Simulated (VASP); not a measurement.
**The defect B_Mg in a supercell of MgB2C2 (Pnnm)**

Wanted: what the defect B_Mg costs in MgB2C2 (Pnnm) and how the lattice relaxes round it. The start is a computed cell from the Materials Project.

Program: VASP 6.6.1. Level of theory: PBEsol; plane waves and PAW (Mg, B, C), in the first sound run; inputs show where later runs differ. Results are calculated unless marked as measured.

Most raw output is cut from this account.

## 1. The host crystal

The structure is orthorhombic, space group Pnnm (No. 58). The conventional cell has a = 4.615 Å, b = 7.179 Å, c = 2.765 Å, α = 90.00°, β = 90.00°, γ = 90.00°. Nearest to Mg lie 6 C at 2.32 to 2.40 Å and 6 B at 2.42 to 2.44 Å. B has 3 C at 1.57 to 1.59 Å and 3 Mg at 2.42 to 2.44 Å nearest. Nearest to C lie 3 B at 1.57 to 1.59 Å and 3 Mg at 2.32 to 2.40 Å. Farther neighbours are not listed.

As a file:

```xyz
10
Lattice="4.6148 0.0000 0.0000 0.0000 7.1789 0.0000 0.0000 0.0000 2.7653" Properties=species:S:1:pos:R:3 pbc="T T T"
Mg    2.3074    3.5894    1.3826
Mg    0.0000    0.0000    0.0000
B     4.0769    5.2379    1.3826
B     0.5378    1.9410    1.3826
B     2.8452    1.6485    0.0000
B     1.7695    5.5304    0.0000
C     3.6248    1.5818    1.3826
C     0.9900    5.5971    1.3826
C     3.2974    5.1712    0.0000
C     1.3174    2.0076    0.0000
```

## 2. The host at zero pressure

First cell and atoms are relaxed at a raised cutoff, so that later runs start from this functional's own cell.

File INCAR:

```
SYSTEM = MgB2C2
PREC = Normal
ENCUT = 520
EDIFF = 1E-05
NELM = 120
ISMEAR = 0
SIGMA = 0.05
LREAL = Auto
ALGO = Fast
GGA = PS
NBANDS = 26
LORBIT = 11
LWAVE = .FALSE.
LCHARG = .FALSE.
KPAR = 4
IBRION = 2
NSW = 40
ISIF = 3
EDIFFG = -0.03
POTIM = 0.4
```

File POSCAR:

```
MgB2C2
1.0
    4.6147737000      0.0000000000      0.0000000000
    0.0000000000      7.1788714000      0.0000000000
    0.0000000000      0.0000000000      2.7652963000
Mg B C
2 4 4
Direct
    0.5000000000      0.5000000000      0.5000000000
    0.0000000000      0.0000000000      0.0000000000
    0.8834509400      0.7296256900      0.5000000000
    0.1165490600      0.2703743100      0.5000000000
    0.6165490600      0.2296256900      0.0000000000
    0.3834509400      0.7703743100      0.0000000000
    0.7854760000      0.2203404200      0.5000000000
    0.2145240000      0.7796595800      0.5000000000
    0.7145240000      0.7203404200      0.0000000000
    0.2854760000      0.2796595800      0.0000000000
```

File KPOINTS:

```
Automatic mesh
0
Gamma
4 2 6
0 0 0
```

PAW data sets: Mg, B and C (PBE family, release 64).

On the command line:

```console
$ mpirun -np 4 vasp_std
```

Run time: 6.4 s. Hardware: 4 MPI ranks of Intel Xeon 6975P-C (Granite Rapids), shared host; peak memory 0.67 GiB; 24 s of CPU time.

The gap is read on the k-mesh alone, so it is an upper bound where the band edges lie off the mesh. The PAW data sets were made with PBE, which is usual practice but a small mismatch for other functionals. The run keeps the 8 symmetry operations of its start, so it cannot find a distortion of lower symmetry.

Little changed from the start: no atom moved by 0.005 Å and no cell edge by 0.1 %.

A gap read on the k-mesh alone can miss the band edges.

This step gave:

```
electronic cycles                               : 22
electrons                                       : 32
free energy (TOTEN)                             : -71.6012 eV
Fermi energy                                    : 4.971 eV
labelled metallic, from the levels on this mesh : no
gap on the k-mesh                               : 1.338 eV
least direct gap on the k-mesh                  : 1.718 eV
```

The run ended after 3 ionic steps, 0.001 eV below its first step, once forces and stress met EDIFFG = -0.03.

## 3. The host's dielectric tensor, for the charge correction

Charged cells interact with their images through the host's screening, so the correction needs its dielectric constant.

File INCAR:

```
SYSTEM = MgB2C2
PREC = Accurate
ENCUT = 400
EDIFF = 1E-08
NELM = 120
ISMEAR = 0
SIGMA = 0.05
LREAL = .FALSE.
ALGO = Normal
GGA = PS
NBANDS = 26
LWAVE = .FALSE.
LCHARG = .FALSE.
KPAR = 4
LEPSILON = .TRUE.
IBRION = 8
NSW = 1
```

File POSCAR:

```
MgB2C2
1.0
    4.6186696203      0.0000000000      0.0000000000
    0.0000000000      7.1768882529      0.0000000000
    0.0000000000      0.0000000000      2.7667894675
Mg B C
2 4 4
Direct
    0.5000000000      0.5000000000      0.5000000000
    0.0000000000      0.0000000000      0.0000000000
    0.8831280197      0.7295830025      0.5000000000
    0.1168719803      0.2704169975      0.5000000000
    0.6168719803      0.2295830025      0.0000000000
    0.3831280197      0.7704169975      0.0000000000
    0.7851195929      0.2203773720      0.5000000000
    0.2148804071      0.7796226280      0.5000000000
    0.7148804071      0.7203773720      0.0000000000
    0.2851195929      0.2796226280      0.0000000000
```

File KPOINTS:

```
Automatic mesh
0
Gamma
5 3 8
0 0 0
```

On the command line:

```console
$ mpirun -np 4 vasp_std
```

It took 2.9 min on 4 MPI ranks; peak memory 1.8 GiB.

Energies printed during the response cycles are not total energies of the cell. The dielectric response converges more slowly with the mesh than energies do, so tensor and charges may still move on a finer one.

Numbers from this step:

```yaml
pressure_of_the_cell: -0.9836 GPa
largest_force_of_the_cell: 0.02958 eV/Å
fermi_energy: 5.006 eV
gap_on_the_k_mesh: 1.192 eV
least_direct_gap_on_the_k_mesh: 1.719 eV
```

Electronic dielectric tensor with local fields:

```
10.42  0.00  0.00
 0.00  6.37  0.00
 0.00  0.00  9.27
```

Ionic part of the static dielectric tensor:

```
5.51 0.00 0.00
0.00 3.81 0.00
0.00 0.00 3.79
```

Born effective charge (e), principal values of the symmetric part by kind of site:

```tsv
atom	atoms with these values	low	middle	high	mean
Mg1	2	1.57	1.74	2.69	2.00
B3	4	0.28	2.08	2.26	1.54
C7	4	-3.13	-2.95	-1.53	-2.54
```

In full for C7:

```
-3.07  0.49  0.00
 0.13 -1.60  0.00
 0.00  0.00 -2.95
```

Infrared lines, with heights relative to the strongest:

```tsv
position (cm⁻¹)	lines merged	squared mode dipole, relative
145	1	0.0
185	1	0.0
215	1	4.4
219	1	0.1
246	1	0.0
307	1	7.5
314	1	0.0
362	1	3.3
402	1	0.0
403	1	22
459	1	3.2
507	1	0.0
508	1	0.0
672	1	0.0
693	1	5.5
757	1	7.9
777	1	0.0
1007	2	0.4
1050	1	0.0
1051	2	0.0
1067	1	1.8
1142	1	96
1143	1	0.0
1153	1	100
1158	1	0.0
```

The electrons screen with a mean of 8.69 and the ions add 4.37; the sum enters the correction.

## 4. The perfect supercell

System of this step: MgB2C2 (Pnnm). The cell holds 60 atoms: 12 Mg, 24 B and 24 C. Its edges and angles: a = 8.535 Å, b = 8.535 Å, c = 8.300 Å, α = 90.0°, β = 90.0°, γ = 65.5°. It derives from MgB2C2 (MgB2C2 (Pnnm)).

The same cell, mesh and cutoff without the defect give the energy to subtract and, in a gapped host, the band edges to count from, so that most errors cancel.

File INCAR:

```
SYSTEM = MgB2C2
PREC = Normal
ENCUT = 400
EDIFF = 1E-05
NELM = 120
ISMEAR = 0
SIGMA = 0.05
LREAL = Auto
ALGO = Fast
GGA = PS
LORBIT = 11
LWAVE = .FALSE.
LCHARG = .FALSE.
KPAR = 4
```

File POSCAR:

```
MgB2C2
1.0
    4.6186696203      7.1768882529      0.0000000000
   -4.6186696203      7.1768882529      0.0000000000
    0.0000000000      0.0000000000      8.3003684025
Mg B C
12 24 24
Direct
    0.5000000000      0.0000000000      0.1666666667
    0.5000000000      0.0000000000      0.5000000000
    0.5000000000      0.0000000000      0.8333333333
    0.0000000000      0.5000000000      0.1666666667
    0.0000000000      0.5000000000      0.5000000000
    0.0000000000      0.5000000000      0.8333333333
    0.0000000000      0.0000000000      0.0000000000
    0.0000000000      0.0000000000      0.3333333333
    0.0000000000      0.0000000000      0.6666666667
    0.5000000000      0.5000000000      0.0000000000
    0.5000000000      0.5000000000      0.3333333333
    0.5000000000      0.5000000000      0.6666666667
    0.8063555111      0.9232274914      0.1666666667
    0.8063555111      0.9232274914      0.5000000000
    0.8063555111      0.9232274914      0.8333333333
    0.3063555111      0.4232274914      0.1666666667
    0.3063555111      0.4232274914      0.5000000000
    0.3063555111      0.4232274914      0.8333333333
    0.1936444889      0.0767725086      0.1666666667
    0.1936444889      0.0767725086      0.5000000000
    0.1936444889      0.0767725086      0.8333333333
    0.6936444889      0.5767725086      0.1666666667
    0.6936444889      0.5767725086      0.5000000000
    0.6936444889      0.5767725086      0.8333333333
    0.4232274914      0.8063555111      0.0000000000
    0.4232274914      0.8063555111      0.3333333333
    0.4232274914      0.8063555111      0.6666666667
    0.9232274914      0.3063555111      0.0000000000
    0.9232274914      0.3063555111      0.3333333333
    0.9232274914      0.3063555111      0.6666666667
    0.5767725086      0.1936444889      0.0000000000
    0.5767725086      0.1936444889      0.3333333333
    0.5767725086      0.1936444889      0.6666666667
    0.0767725086      0.6936444889      0.0000000000
    0.0767725086      0.6936444889      0.3333333333
    0.0767725086      0.6936444889      0.6666666667
    0.5027484825      0.7176288896      0.1666666667
    0.5027484825      0.7176288896      0.5000000000
    0.5027484825      0.7176288896      0.8333333333
    0.0027484824      0.2176288896      0.1666666667
    0.0027484824      0.2176288896      0.5000000000
    0.0027484824      0.2176288896      0.8333333333
    0.4972515176      0.2823711104      0.1666666667
    0.4972515176      0.2823711104      0.5000000000
    0.4972515176      0.2823711104      0.8333333333
    0.9972515176      0.7823711104      0.1666666667
    0.9972515176      0.7823711104      0.5000000000
    0.9972515176      0.7823711104      0.8333333333
    0.7176288896      0.0027484824      0.0000000000
    0.7176288896      0.0027484824      0.3333333333
    0.7176288896      0.0027484824      0.6666666667
    0.2176288895      0.5027484824      0.0000000000
    0.2176288895      0.5027484824      0.3333333333
    0.2176288895      0.5027484824      0.6666666667
    0.2823711104      0.9972515176      0.0000000000
    0.2823711104      0.9972515176      0.3333333333
    0.2823711104      0.9972515176      0.6666666667
    0.7823711105      0.4972515176      0.0000000000
    0.7823711105      0.4972515176      0.3333333333
    0.7823711105      0.4972515176      0.6666666667
```

File KPOINTS:

```
Automatic mesh
0
Gamma
2 2 2
0 0 0
```

On the command line:

```console
$ mpirun -np 4 vasp_std
```

It took 34 s on 4 MPI ranks; peak memory 1.5 GiB.

Numbers from this step:

```yaml
electronic_cycles: 15
electrons: 192
free_energy_toten: -429.7441 eV
fermi_energy: 5.037 eV
gap_on_the_k_mesh: 1.338 eV
```

No direct gap is given, since this cell folds other wave vectors onto the zone centre.

The perfect cell has a gap of 1.34 eV on this mesh, with its valence-band top at 4.759 eV, and charged states follow.

## 5. Reference Mg

This step: PBEsol; plane waves and PAW (Mg) (VASP 6.6.1).

System of this step: Mg. It takes space group P6_3/mmc (No. 194, hexagonal). The conventional cell has a = 3.210 Å, b = 3.210 Å, c = 5.213 Å, α = 90.00°, β = 90.00°, γ = 120.00°. Nearest to Mg lie 12 Mg at 3.20 to 3.21 Å.

The reference for Mg is its crystal, relaxed at the cutoff of the large cell.

File INCAR:

```
SYSTEM = Mg
PREC = Normal
ENCUT = 400
EDIFF = 1E-05
NELM = 120
ISMEAR = 1
SIGMA = 0.1
LREAL = Auto
ALGO = Fast
GGA = PS
NBANDS = 8
LORBIT = 11
LWAVE = .FALSE.
LCHARG = .FALSE.
KPAR = 4
IBRION = 2
NSW = 25
ISIF = 3
EDIFFG = -0.02
POTIM = 0.4
```

File POSCAR:

```
Mg
1.0
    3.2100000000      0.0000000000      0.0000000000
   -1.6050000000      2.7799415461      0.0000000000
    0.0000000000      0.0000000000      5.2130400000
Mg
2
Direct
    0.0000000000      0.0000000000      0.0000000000
    0.3333333333      0.6666666667      0.5000000000
```

File KPOINTS:

```
Automatic mesh
0
Gamma
10 10 5
0 0 0
```

PAW data sets: Mg (PBE family, release 64).

On the command line:

```console
$ mpirun -np 4 vasp_std
```

The job ended after 2.8 s (4 MPI ranks; peak memory 0.51 GiB; 9.4 s of CPU time).

The k-mesh is coarse for a metal. The run keeps the 24 symmetry operations of its start, so it cannot find a distortion of lower symmetry.

The steps of the relaxation:

```tsv
step	energy less that of the first step (eV)	largest force (eV/Å)	pressure (GPa)	volume (Å³)
1	0.0000	0.0000	-1.15	46.52
2	-0.0061	0.0000	-0.46	45.62
3	-0.0085	0.0000	0.22	44.78
4	-0.0085	0.0000	0.37	44.62
5	-0.0112	0.0000	0.50	44.48
6	-0.0112	0.0000	0.51	44.46
7	-0.0122	0.0000	0.13	44.92
8	-0.0122	0.0000	0.00	45.07
```

```tsv
conventional cell, symmetrised	before	after	change
a (Å)	3.210	3.144	-2.1 %
b (Å)	3.210	3.144	-2.1 %
c (Å)	5.213	5.265	+1.0 %
volume (Å³/atom)	23.26	22.54	-3.1 %
```

Final coordinates:

```cif
data_structure
_symmetry_space_group_name_H-M 'P 1'
_symmetry_Int_Tables_number 1
_cell_length_a 3.1440
_cell_length_b 3.1440
_cell_length_c 5.2651
_cell_angle_alpha 90.000
_cell_angle_beta 90.000
_cell_angle_gamma 120.000
_cell_volume 45.07
loop_
_atom_site_label
_atom_site_type_symbol
_atom_site_fract_x
_atom_site_fract_y
_atom_site_fract_z
_atom_site_occupancy
Mg1 Mg 0.00000 0.00000 0.00000 1
Mg2 Mg 0.33333 0.66667 0.50000 1
```

Numbers from this step:

```yaml
electronic_cycles: 29
electrons: 4
free_energy_toten: -3.442 eV
energy_at_zero_smearing: -3.442 eV
fermi_energy: 2.728 eV
labelled_metallic_from_the_levels_on_this_mesh: yes
```

The run ended after 8 ionic steps, 0.012 eV below its first step, once forces and stress met EDIFFG = -0.02.

The edges of the cell as typed change unequally, by -2.1 to +1.0 %. In a metal that hangs on the k mesh, which was not refined here; the energy is less touched by it than the shape.

Energy at zero smearing: -3.44233 eV.

## 6. Reference B

This step: PBEsol; plane waves and PAW (B) (VASP 6.6.1).

System of this step: B. Symmetry: R-3m, No. 166, trigonal system. The conventional cell has a = 4.898 Å, b = 4.898 Å, c = 12.524 Å, α = 90.00°, β = 90.00°, γ = 120.00°. Nearest to B lie 6 B at 1.67 to 1.80 Å. B has 5 B at 1.77 to 1.80 Å nearest.

The reference for B is its crystal, relaxed at the cutoff of the large cell.

INCAR: that of step 5 with these lines changed.

```diff
@@ -1,2 +1,2 @@
-SYSTEM = Mg
+SYSTEM = B
 PREC = Normal
@@ -5,3 +5,3 @@
 NELM = 120
-ISMEAR = 1
+ISMEAR = 0
 SIGMA = 0.1
@@ -10,3 +10,3 @@
 GGA = PS
-NBANDS = 8
+NBANDS = 30
 LORBIT = 11
```

File POSCAR:

```
B
1.0
    2.4491963929      1.4140441968      4.1747204365
   -2.4491963929      1.4140441968      4.1747204365
    0.0000000000     -2.8280883935      4.1747204365
B
12
Direct
    0.0099700400      0.6542851200      0.0099700400
    0.0099700400      0.0099700400      0.6542851200
    0.6542851200      0.0099700400      0.0099700400
    0.3457148800      0.9900299600      0.9900299600
    0.9900299600      0.3457148800      0.9900299600
    0.9900299600      0.9900299600      0.3457148800
    0.2205655700      0.6316348300      0.2205655700
    0.2205655700      0.2205655700      0.6316348300
    0.6316348300      0.2205655700      0.2205655700
    0.3683651700      0.7794344300      0.7794344300
    0.7794344300      0.3683651700      0.7794344300
    0.7794344300      0.7794344300      0.3683651700
```

File KPOINTS:

```
Automatic mesh
0
Gamma
7 7 7
0 0 0
```

Potentials, in the order of the species: B (PBE family, release 64).

On the command line:

```console
$ mpirun -np 4 vasp_std
```

Run time: 19 s. Hardware: 4 MPI ranks; peak memory 0.73 GiB.

The run keeps the 12 symmetry operations of its start, so it cannot find a distortion of lower symmetry.

Step by step:

```tsv
step	energy less that of the first step (eV)	largest force (eV/Å)	pressure (GPa)	volume (Å³)
1	0.0000	0.1720	-1.46	86.75
2	-0.0086	0.0828	-0.22	86.09
3	-0.0088	0.1018	0.02	85.96
4	-0.0092	0.0903	0.06	85.86
5	-0.0097	0.0197	0.05	85.90
```

```tsv
conventional cell, symmetrised	before	after	change
a (Å)	4.898	4.880	-0.4 %
b (Å)	4.898	4.880	-0.4 %
c (Å)	12.524	12.497	-0.2 %
volume (Å³/atom)	7.23	7.16	-1.0 %
```

Final coordinates:

```xyz
12
Lattice="2.4398 1.4086 4.1656 -2.4398 1.4086 4.1656 0.0000 -2.8173 4.1656" Properties=species:S:1:pos:R:3 pbc="T T T"
B    -1.5695    0.9062    2.8117
B     0.0000   -1.8124    2.8117
B     1.5695    0.9062    2.8117
B    -1.5695   -0.9062    9.6853
B     1.5695   -0.9062    9.6853
B     0.0000    1.8124    9.6853
B    -0.9953    0.5746    4.4700
B     0.0000   -1.1493    4.4700
B     0.9953    0.5746    4.4700
B    -0.9953   -0.5746    8.0269
B     0.9953   -0.5746    8.0269
B     0.0000    1.1493    8.0269
```

This step gave:

```
electrons                                       : 36
free energy (TOTEN)                             : -84.4541 eV
Fermi energy                                    : 6.493 eV
labelled metallic, from the levels on this mesh : no
gap on the k-mesh                               : 1.344 eV
least direct gap on the k-mesh                  : 1.668 eV
```

The run ended after 5 ionic steps, 0.010 eV below its first step, once forces and stress met EDIFFG = -0.02.

Energy at zero smearing: -84.45414 eV.

(Part 1 of 3 ends here.)

[Lines on the potential files, build, host, timing and source positions are cut from VASP's logs without a mark.]

[Logs are printed without paths, hosts, clocks, repeated set-up lines and the standing remarks that a program may print on its own settings, such as how far it seeks lower states.]

[Hosts, paths, dates, database ids (printed as entryN), source tags and the programs' standing remarks are cut or masked in the printed files.]

[In band tables of VASP the shares of atoms and orbitals are scaled to a sum of 1 inside the atoms' spheres.]

[Runs that stopped without an error message from VASP are left out.]
